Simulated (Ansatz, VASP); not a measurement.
# SnTe2 in two plane-wave programs, part 2 of 2

Aim: how closely do two programs agree when they are given the same cell, functional and k mesh? The cell is generated by rule, not measured, and may not be a known phase. The cell is taken from a series of runs on this material, whose earlier steps may have relaxed, scaled, displaced or heated it; both programs get it as it stands.

VASP 6.6.1 and Ansatz 0.2.0.

So far. Step 2 (VASP: single point, PBE, pair 1): The run ends at a pressure of -0.32 GPa, with forces up to 0.25 eV/Å. Step 3 (Ansatz: single point, PBE, pair 1): The run ends at a pressure of -0.30 GPa, with forces up to 0.25 eV/Å.

The structure was built from a prototype and need not be the compound's stable phase.

### 5. Ansatz: single point, PBE, pair 2

Level of this step: Ansatz beside VASP: Kohn-Sham DFT, plane waves, PBE (Ansatz).

With cell and atoms fixed, the geometry can't cause a difference; cores, projectors, grids and the points listed under the comparison can.

The cell is taken from a series of runs on this material, whose earlier steps may have relaxed, scaled, displaced or heated it; both programs get it as it stands.

The input, input.yaml:

```yaml
crystal:
  lattice:
    - [7.0577214653, 0.0, 0.0]
    - [0.0, 7.0577214653, 0.0]
    - [0.0, 0.0, 8.8481204969]
  atoms:
    - { symbol: Sn, position: [0.0201255442, -0.0201255442, 0.0] }
    - { symbol: Sn, position: [-0.0201255442, 0.0201255442, 0.5] }
    - { symbol: Sn, position: [0.5, 0.5, 0.25] }
    - { symbol: Sn, position: [0.5, 0.5, 0.75] }
    - { symbol: Te, position: [0.2569842133, 0.3471544058, 0.0] }
    - { symbol: Te, position: [0.3471544058, 0.2569842133, 0.5] }
    - { symbol: Te, position: [0.6528455942, 0.7430157867, 0.0] }
    - { symbol: Te, position: [0.7430157867, 0.6528455942, 0.5] }
    - { symbol: Te, position: [0.8020693096, 0.1979306904, 0.2375499651] }
    - { symbol: Te, position: [0.8020693096, 0.1979306904, 0.7624500349] }
    - { symbol: Te, position: [0.1979306904, 0.8020693096, 0.2624500349] }
    - { symbol: Te, position: [0.1979306904, 0.8020693096, 0.7375499651] }
kpoints:
  mp_grid: { grid: [6, 6, 4] }
hamiltonian:
  xc: pbe
scf:
  occupations: { method: methfessel_paxton, width: 0.2 }
output:
  forces: true
  stress: true
  eigenvalues: true
```

Launch:

```console
ansatz run input.yaml --threads 4 --pin off --max-ram 14336MiB --backend cpu --events-out ev --progress --plain --runs-dir out
```

Numbers of over 12 decimals in the logs are rounded to 6 here.

The program printed:

```text
[...]
Crystal: 12 atoms, lattice volume = 440.738 Å³
Basis set: ecut = 420 eV, 8609 PW (Γ), exchange–correlation on 96×96×120 points (8 copies of the dense FFT grid, shifted against one another)
Bands: 111, of which v1, the nominal top of the filled ones, is band 92 counted from 1 (91 counted from 0)
Symmetry: 8 space group operations
[...]
k-points: 39 of 144
[...]
k-point 0: bands = [... 88 lower, 6.0792, 6.1272, 6.5843, 6.9362, 7.0049, 7.4117, 7.4662, 7.5341, ... 15 higher]
  k-point 1: bands = [... 88 lower, 6.1317, 6.1922, 6.8359, 6.9245, 7.1963, 7.2326, 7.8272, 7.8789, ... 15 higher]
  k-point 2: bands = [... 88 lower, 6.5706, 6.5706, 6.7662, 6.7662, 7.2664, 7.2664, 8.1577, 8.1577, ... 15 higher]
  k-point 38: bands = [... 88 lower, 6.4306, 6.4306, 6.8545, 6.8545, 7.2269, 7.2269, 7.5011, 7.5011, ... 15 higher]
[key lines of the parts left out:]
SCF converged after 7 iterations
Free energy (F): -79935.853296 eV
Fermi energy:    6.879166 eV
P = ⅓ Tr σ = -0.5192 GPa (-5.192 kbar)
```

The run ends at a pressure of -0.52 GPa, with forces up to 0.20 eV/Å.

### 6. VASP: single point, PBE, pair 2

The same cell, functional, mesh and smearing now go to VASP, with its own data sets.

The input, INCAR:

```
SYSTEM = SnTe2
PREC = Accurate
ENCUT = 500
EDIFF = 1E-06
NELM = 120
ISMEAR = 1
SIGMA = 0.2
LREAL = .FALSE.
ALGO = Normal
GGA = PE
NBANDS = 64
LORBIT = 11
LWAVE = .FALSE.
LCHARG = .FALSE.
ISIF = 2
LASPH = .TRUE.
GGA_COMPAT = .FALSE.
KPAR = 2
```

The input, POSCAR:

```
SnTe2
1.0
    7.0577214653      0.0000000000      0.0000000000
    0.0000000000      7.0577214653      0.0000000000
    0.0000000000      0.0000000000      8.8481204969
Sn Te
4 8
Direct
    0.0201255442      0.9798744558      0.0000000000
    0.9798744558      0.0201255442      0.5000000000
    0.5000000000      0.5000000000      0.2500000000
    0.5000000000      0.5000000000      0.7500000000
    0.2569842133      0.3471544058      0.0000000000
    0.3471544058      0.2569842133      0.5000000000
    0.6528455942      0.7430157867      0.0000000000
    0.7430157867      0.6528455942      0.5000000000
    0.8020693096      0.1979306904      0.2375499651
    0.8020693096      0.1979306904      0.7624500349
    0.1979306904      0.8020693096      0.2624500349
    0.1979306904      0.8020693096      0.7375499651
```

The input, KPOINTS:

```
Automatic mesh
0
Gamma
6 6 4
0 0 0
```

The projector-augmented-wave data sets are Sn_d and Te (PBE family, release 64).

Launch:

```console
mpirun -np 2 vasp_std
```

The program printed:

```text
[... set-up lines as in an earlier step ...]
 entering main loop
       N       E                     dE             d eps       ncg     rms          rms(c)
DAV:   1     0.952253257916E+03    0.95225E+03   -0.41865E+04  4992   0.164E+03
DAV:   2     0.114503293554E+03   -0.83775E+03   -0.81321E+03  5184   0.407E+02
DAV:   3    -0.298394034381E+02   -0.14434E+03   -0.14019E+03  5832   0.172E+02
DAV:   4    -0.398424078834E+02   -0.10003E+02   -0.98130E+01  5824   0.452E+01
[...]
DAV:  12    -0.398706502286E+02   -0.24937E-04   -0.38677E-05  4936   0.228E-02    0.171E-02
DAV:  13    -0.398706515045E+02   -0.12759E-05   -0.23975E-06  4424   0.762E-03    0.799E-03
DAV:  14    -0.398706521997E+02   -0.69530E-06   -0.92529E-07  3368   0.380E-03
   1 F= -.39870652E+02 E0= -.39875661E+02  d E =0.150253E-01
```

From OUTCAR (step 6):

```text
  Total       -1.4412113     -1.4412113     -1.5107287     -2.4623024      0.0000000      0.0000000
  in kB       -5.2391181     -5.2391181     -5.4918288     -8.9510073      0.0000000      0.0000000
  external PRESSURE =      -5.3233550 kB  Pullay stress =       0.0000000 kB

 POSITION                                       TOTAL-FORCE (eV/Angst)
 -----------------------------------------------------------------------------------
      0.14204      6.91568      0.00000         0.019848     -0.019848      0.000000
      6.91568      0.14204      4.42406        -0.019848      0.019848      0.000000
      3.52886      3.52886      2.21203         0.000000      0.000000      0.000000
      3.52886      3.52886      6.63609         0.000000      0.000000      0.000000
      1.81372      2.45012      0.00000        -0.199530      0.019667      0.000000
      2.45012      1.81372      4.42406         0.019667     -0.199530      0.000000
      4.60760      5.24400      0.00000        -0.019667      0.199530      0.000000
      5.24400      4.60760      4.42406         0.199530     -0.019667      0.000000
      5.66078      1.39694      2.10187        -0.010984      0.010984     -0.140592
      5.66078      1.39694      6.74625        -0.010984      0.010984      0.140592
      1.39694      5.66078      2.32219         0.010984     -0.010984      0.140592
      1.39694      5.66078      6.52593         0.010984     -0.010984     -0.140592
 -----------------------------------------------------------------------------------
    total drift:                                0.000000      0.000000      0.000000

  FREE ENERGIE OF THE ION-ELECTRON SYSTEM (eV)
  ---------------------------------------------------
  free  energy   TOTEN  =       -39.8706521997 eV

  energy  without entropy=      -39.8856774911  energy(sigma->0) =      -39.87566063

[... 2 parts as in an earlier step ...]

[... 1 further part left out ...]
[key lines of the parts left out:]
E-fermi :   4.4641
```

The run ends at a pressure of -0.53 GPa, with forces up to 0.20 eV/Å.

### 7. Comparison

What differs besides the data sets and the points named for the pairs above, as far as they apply: the data sets hold 184 valence electrons in Ansatz (on its default PAW (the set named soft_2) files) and 104 in VASP. Total energies have different zeros and are not compared.

Compared:

```
      quantity  Ansatz   VASP  difference
pressure (GPa)   -0.52  -0.53       +0.01
```

Forces on 9 of the 12 atoms, those with the largest forces and the largest differences (eV/Å; atoms numbered as in POSCAR):

```
atom         Ansatz x, y, z           VASP x, y, z
 Sn1   0.023, -0.023, 0.000   0.020, -0.020, 0.000
 Sn2   -0.023, 0.023, 0.000   -0.020, 0.020, 0.000
 Te5   -0.199, 0.022, 0.000   -0.200, 0.020, 0.000
 Te6   0.022, -0.199, 0.000   0.020, -0.200, 0.000
 Te7   -0.022, 0.199, 0.000   -0.020, 0.200, 0.000
 Te8   0.199, -0.022, 0.000   0.200, -0.020, 0.000
Te10   -0.010, 0.010, 0.139   -0.011, 0.011, 0.141
Te11   0.010, -0.010, 0.139   0.011, -0.011, 0.141
Te12  0.010, -0.010, -0.139  0.011, -0.011, -0.141
```

The forces differ by 1.5 meV/Å r.m.s., which is 1.9 % of the r.m.s. force of 0.082 eV/Å (both taken over all components).

### 8. VASP: single point, PBE, pair 3

A single point gives forces, pressure and levels at one fixed geometry, so differences don't come from the geometry; what else differs is listed under the comparison.

INCAR is that of step 6.

The input, POSCAR:

```
SnTe2
1.0
    7.0577214653      0.0000000000      0.0000000000
    0.0000000000      7.0577214653      0.0000000000
    0.0000000000      0.0000000000      8.8481204969
Sn Te
4 8
Direct
    0.0268340589      0.9731659411      0.0000000000
    0.9731659411      0.0268340589      0.5000000000
    0.5000000000      0.5000000000      0.2500000000
    0.5000000000      0.5000000000      0.7500000000
    0.2419558479      0.3621827712      0.0000000000
    0.3621827712      0.2419558479      0.5000000000
    0.6378172288      0.7580441521      0.0000000000
    0.7580441521      0.6378172288      0.5000000000
    0.8020693096      0.1979306904      0.2333999535
    0.8020693096      0.1979306904      0.7666000465
    0.1979306904      0.8020693096      0.2666000465
    0.1979306904      0.8020693096      0.7333999535
```

KPOINTS is that of step 6.

Launch:

```console
mpirun -np 2 vasp_std
```

The program printed:

```text
[... set-up lines as in an earlier step ...]
 entering main loop
       N       E                     dE             d eps       ncg     rms          rms(c)
DAV:   1     0.948333007267E+03    0.94833E+03   -0.41650E+04  4992   0.165E+03
DAV:   2     0.112787690405E+03   -0.83555E+03   -0.81133E+03  5200   0.406E+02
DAV:   3    -0.299415411611E+02   -0.14273E+03   -0.13865E+03  5784   0.171E+02
DAV:   4    -0.398521895542E+02   -0.99106E+01   -0.97088E+01  5864   0.450E+01
[...]
DAV:  11    -0.399294741905E+02   -0.56522E-04   -0.66092E-05  5736   0.314E-02    0.190E-02
DAV:  12    -0.399294860866E+02   -0.11896E-04   -0.16943E-05  4928   0.137E-02    0.937E-03
DAV:  13    -0.399294869587E+02   -0.87209E-06   -0.10101E-06  3488   0.458E-03
   1 F= -.39929487E+02 E0= -.39932738E+02  d E =0.975384E-02
```

OUTCAR, selected parts (step 8):

```text
  Total       -2.2627791     -2.2627791     -1.9884159     -3.7110286      0.0000000      0.0000000
  in kB       -8.2256965     -8.2256965     -7.2283264    -13.4903999      0.0000000      0.0000000
  external PRESSURE =      -7.8932398 kB  Pullay stress =       0.0000000 kB

 POSITION                                       TOTAL-FORCE (eV/Angst)
 -----------------------------------------------------------------------------------
      0.18939      6.86833      0.00000        -0.092014      0.092014      0.000000
      6.86833      0.18939      4.42406         0.092014     -0.092014      0.000000
      3.52886      3.52886      2.21203        -0.000000      0.000000      0.000000
      3.52886      3.52886      6.63609        -0.000000      0.000000      0.000000
      1.70766      2.55619      0.00000        -0.113784     -0.149750      0.000000
      2.55619      1.70766      4.42406        -0.149750     -0.113784      0.000000
      4.50154      5.35006      0.00000         0.149750      0.113784      0.000000
      5.35006      4.50154      4.42406         0.113784      0.149750      0.000000
      5.66078      1.39694      2.06515        -0.032779      0.032779     -0.173516
      5.66078      1.39694      6.78297        -0.032779      0.032779      0.173516
      1.39694      5.66078      2.35891         0.032779     -0.032779      0.173516
      1.39694      5.66078      6.48921         0.032779     -0.032779     -0.173516
 -----------------------------------------------------------------------------------
    total drift:                                0.000000     -0.000000      0.000000

  FREE ENERGIE OF THE ION-ELECTRON SYSTEM (eV)
  ---------------------------------------------------
  free  energy   TOTEN  =       -39.9294869587 eV

  energy  without entropy=      -39.9392407962  energy(sigma->0) =      -39.93273824

[... 2 parts as in an earlier step ...]

[... 1 further part left out ...]
[key lines of the parts left out:]
E-fermi :   4.5055
```

The run ends at a pressure of -0.79 GPa, with forces up to 0.19 eV/Å.

### 9. Ansatz: single point, PBE, pair 3

The same cell, functional, mesh and smearing now go to Ansatz, which takes its cutoff from its data sets.

The cell is taken from a series of runs on this material, whose earlier steps may have relaxed, scaled, displaced or heated it; both programs get it as it stands.

The input, input.yaml:

```yaml
crystal:
  lattice:
    - [7.0577214653, 0.0, 0.0]
    - [0.0, 7.0577214653, 0.0]
    - [0.0, 0.0, 8.8481204969]
  atoms:
    - { symbol: Sn, position: [0.0268340589, -0.0268340589, 0.0] }
    - { symbol: Sn, position: [-0.0268340589, 0.0268340589, 0.5] }
    - { symbol: Sn, position: [0.5, 0.5, 0.25] }
    - { symbol: Sn, position: [0.5, 0.5, 0.75] }
    - { symbol: Te, position: [0.2419558479, 0.3621827712, 0.0] }
    - { symbol: Te, position: [0.3621827712, 0.2419558479, 0.5] }
    - { symbol: Te, position: [0.6378172288, 0.7580441521, 0.0] }
    - { symbol: Te, position: [0.7580441521, 0.6378172288, 0.5] }
    - { symbol: Te, position: [0.8020693096, 0.1979306904, 0.2333999535] }
    - { symbol: Te, position: [0.8020693096, 0.1979306904, 0.7666000465] }
    - { symbol: Te, position: [0.1979306904, 0.8020693096, 0.2666000465] }
    - { symbol: Te, position: [0.1979306904, 0.8020693096, 0.7333999535] }
kpoints:
  mp_grid: { grid: [6, 6, 4] }
hamiltonian:
  xc: pbe
scf:
  occupations: { method: methfessel_paxton, width: 0.2 }
output:
  forces: true
  stress: true
  eigenvalues: true
```

Launch:

```console
ansatz run input.yaml --threads 4 --pin off --max-ram 14336MiB --backend cpu --events-out ev --progress --plain --runs-dir out
```

The program printed:

```text
[...]
Crystal: 12 atoms, lattice volume = 440.738 Å³
Basis set: ecut = 420 eV, 8609 PW (Γ), exchange–correlation on 96×96×120 points (8 copies of the dense FFT grid, shifted against one another)
Bands: 111, of which v1, the nominal top of the filled ones, is band 92 counted from 1 (91 counted from 0)
Symmetry: 8 space group operations
[...]
k-points: 39 of 144
[...]
k-point 0: bands = [... 88 lower, 6.0739, 6.1157, 6.8063, 6.9395, 7.0545, 7.4184, 7.4770, 7.5561, ... 15 higher]
  k-point 1: bands = [... 88 lower, 6.1065, 6.2843, 6.9788, 7.0224, 7.1791, 7.2123, 7.8276, 7.8938, ... 15 higher]
  k-point 2: bands = [... 88 lower, 6.5547, 6.5547, 6.7622, 6.7622, 7.4195, 7.4195, 8.0523, 8.0523, ... 15 higher]
  k-point 38: bands = [... 88 lower, 6.4180, 6.4180, 7.0208, 7.0208, 7.1051, 7.1051, 7.5357, 7.5357, ... 15 higher]
[key lines of the parts left out:]
SCF converged after 7 iterations
Free energy (F): -79935.912833 eV
Fermi energy:    6.921144 eV
P = ⅓ Tr σ = -0.7736 GPa (-7.736 kbar)
```

The run ends at a pressure of -0.77 GPa, with forces up to 0.19 eV/Å.

### 10. Differences

What differs besides the data sets and the points named for the pairs above, as far as they apply: the data sets hold 184 valence electrons in Ansatz (on its default PAW (the set named soft_2) files) and 104 in VASP. Total energies have different zeros and are not compared.

The two programs side by side:

```
      quantity  Ansatz   VASP  difference
pressure (GPa)   -0.77  -0.79       +0.02
```

Forces on 9 of the 12 atoms, those with the largest forces and the largest differences (eV/Å; atoms numbered as in POSCAR):

```
atom         Ansatz x, y, z           VASP x, y, z
 Sn1   -0.088, 0.088, 0.000   -0.092, 0.092, 0.000
 Sn2   0.088, -0.088, 0.000   0.092, -0.092, 0.000
 Te5  -0.113, -0.149, 0.000  -0.114, -0.150, 0.000
 Te6  -0.149, -0.113, 0.000  -0.150, -0.114, 0.000
 Te7    0.149, 0.113, 0.000    0.150, 0.114, 0.000
 Te8    0.113, 0.149, 0.000    0.114, 0.150, 0.000
Te10   -0.032, 0.032, 0.172   -0.033, 0.033, 0.174
Te11   0.032, -0.032, 0.172   0.033, -0.033, 0.174
Te12  0.032, -0.032, -0.172  0.033, -0.033, -0.174
```

The forces differ by 1.6 meV/Å r.m.s., which is 1.7 % of the r.m.s. force of 0.092 eV/Å (both taken over all components).

### 11. Summary of results

```yaml
r_m_s_force_difference_single_point_pbe_pair_1: 1.8 meV/Å
r_m_s_force_difference_single_point_pbe_pair_2: 1.5 meV/Å
r_m_s_force_difference_single_point_pbe_pair_3: 1.6 meV/Å
```

In words: The r.m.s. force difference is 1.8 meV/Å (single point, PBE, pair 1), within the 12 meV/Å picked in this series as the mark of a large difference. The data sets hold unlike numbers of valence electrons (184 in Ansatz and 104 in VASP), so part of the differences comes from the potentials. How closely two codes agree says nothing of how well the functional describes the real material.

[Lines on the potential files, build, host, timing and source positions are cut from VASP's logs without a mark.]

[Logs are printed without paths, hosts, clocks, repeated set-up lines and the standing remarks that a program may print on its own settings, such as how far it seeks lower states.]

[Hosts, paths, dates, database ids (printed as entryN), source tags and the programs' standing remarks are cut or masked in the printed files.]
